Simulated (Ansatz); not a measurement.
**Zone-centre phonons of BN at -1 GPa: input and output**

These are results of DFT PBE, scalar-relativistic, plane waves, PAW (Ansatz 0.2.0), not measurements.

Launched with:
```bash
ansatz run input.yaml --threads 1 --pin off --max-ram 3072MiB --backend cpu --events-out ev --progress --plain --runs-dir out
```

Input (bare energies are in eV):
```yaml
crystal:
  lattice:
    - [0.0, 1.8139785461, 1.8139785461]
    - [1.8139785461, 0.0, 1.8139785461]
    - [1.8139785461, 1.8139785461, 0.0]
  atoms:
    - { symbol: B, position: [0.0, 0.0, 0.0] }
    - { symbol: "N", position: [0.75, 0.75, 0.75] }
basis:
  ecutwfc: 420
kpoints:
  mp_grid: { grid: [12, 12, 12] }
hamiltonian:
  xc: pbe
scf:
  occupations: { method: fixed }
output:
  eigenvalues: true
phonons:
  method: dfpt
  dielectric: true
  rigid_motions: translations
  eigenvectors: true
```

Results section of the output:
```
--- Phonons (Γ-DFPT): 2 representative perturbations + reference, on 280 of 1728 k-points (Σ response iterations 6) ---
  k mesh reduced under 4 symmetry operations, with k and −k counted as one. Each operation leaves every solved perturbation unchanged. A smaller set is not considered because the run solves the response ...
  ASR residual: 1.845e-4 → 0.000e0 eV/Å²; symmetrization residual: 9.818e-7 eV/Å²
  ASR residual per site (eV/Å²): 6.49e-5 1.85e-4
  Γ frequencies (cm⁻¹): 0.00 0.00 0.00 1023.08 1023.08 1023.08
  ε∞ (high-frequency dielectric tensor):
        4.617250     0.000000     0.000000
       -0.000000     4.617250     0.000000
        0.000000     0.000000     4.617250
  ε⁰ (static dielectric tensor: ions relaxed, cell fixed):
        6.985585     0.000000     0.000000
       -0.000000     6.985585    -0.000000
        0.000000    -0.000000     6.985585
  ε⁰ − ε∞ (ionic part):
        2.368335    -0.000000     0.000000
       -0.000000     2.368335    -0.000000
        0.000000    -0.000000     2.368335
  softest optical mode at Γ: 1023.08 cm⁻¹; the repairs (sum rule, projections) moved no ω² at Γ by more than (1.93 cm⁻¹)²
  Born effective charges Z* (e; rows j = field, columns β = displacement):
    site 0:
         1.91554   -0.00000    0.00000
         0.00000    1.91554   -0.00000
         0.00000   -0.00000    1.91554
    site 1:
        -1.91554    0.00000   -0.00000
        -0.00000   -1.91554    0.00000
        -0.00000    0.00000   -1.91554
  Z* charge neutrality: 4.193e-6 e pre-enforcement
  k-mesh period / interband length: 30.8 Å / 1.30 Å = 23.62 at k = (0.0000, 0.0000, 0.0000), direct gap 8.779 eV — 14 or more, which is no proof of convergence
  optical modes at Γ without the LO–TO term, one row a degenerate level:
      ω (cm⁻¹) modes IR ((D/Å)²/amu)
       1023.08      3            41.6243
  optical modes at Γ + LO–TO along q̂ = [1.0000, 0.0000, 0.0000]:
      ω (cm⁻¹) modes IR ((D/Å)²/amu)
       1023.08      2            27.7495
       1258.40      1            13.8748
  optical modes at Γ + LO–TO along q̂ = [0.0000, 1.0000, 0.0000]:
      ω (cm⁻¹) modes IR ((D/Å)²/amu)
       1023.08      2            27.7495
       1258.40      1            13.8748
  optical modes at Γ + LO–TO along q̂ = [0.0000, 0.0000, 1.0000]:
      ω (cm⁻¹) modes IR ((D/Å)²/amu)
       1023.08      2            27.7495
       1258.40      1            13.8748
```

The run took 9.6 s on 1 thread of Arm Neoverse V2, with other jobs on the host, peak memory 0.37 GiB.